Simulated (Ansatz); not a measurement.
# TiAl2: how the energy converges with the cutoff

TiAl2, P1, a = 6.291 Å, b = 6.326 Å, c = 4.124 Å, α, β, γ = 89.0°, 90.0°, 142.8°. Ansatz: r2SCAN, PAW, cutoff varied, Γ-centred 8×8×8 mesh on 6 atoms, Gaussian smearing 0.10 eV; no spin polarisation. Single points at one geometry with displaced atoms, the cutoff alone changed; ΔE is the energy at zero smearing over the run at 600 eV. The runs up to 350 eV lie under the cutoff recommended for these PAW datasets.

```tsv
cutoff (eV)	ΔE (meV/atom)
200	?
250	398.10
300	59.63
350	9.16
500	0.81
```

Task: Assume ΔE falls exponentially with the cutoff, fit y = ln ΔE against x, the cutoff in eV, to the other rows, and predict the missing value.

Result: y = 5.987, 4.088, 2.215, -0.211. Means x = 350.0, y = 3.0197; Σ(Δx)² = 35000, ΣΔxΔy = -834.8; the slope is their ratio. y = 11.37 − 0.02385 x, a factor of ten per 97 eV. At 200 eV this gives ΔE = 735.10 meV/atom. The run gave 1993.18, a ratio of 0.37. Between neighbouring rows the decay runs from a factor of ten per 61 eV to one per 142 eV, so one exponential is only a rough guide. The fast fall gives way to a slow tail, so a fit to low cutoffs promises convergence too early. The reference at 600 eV isn't the complete basis: by the fit it lies 0.05 meV/atom above it, and every ΔE is lowered by that much, or by more if the decay slows beyond the rows, as it often does.

Cost: 6 runs of about 8.9 core-minutes in all, on Arm Neoverse V1 (shared hosts).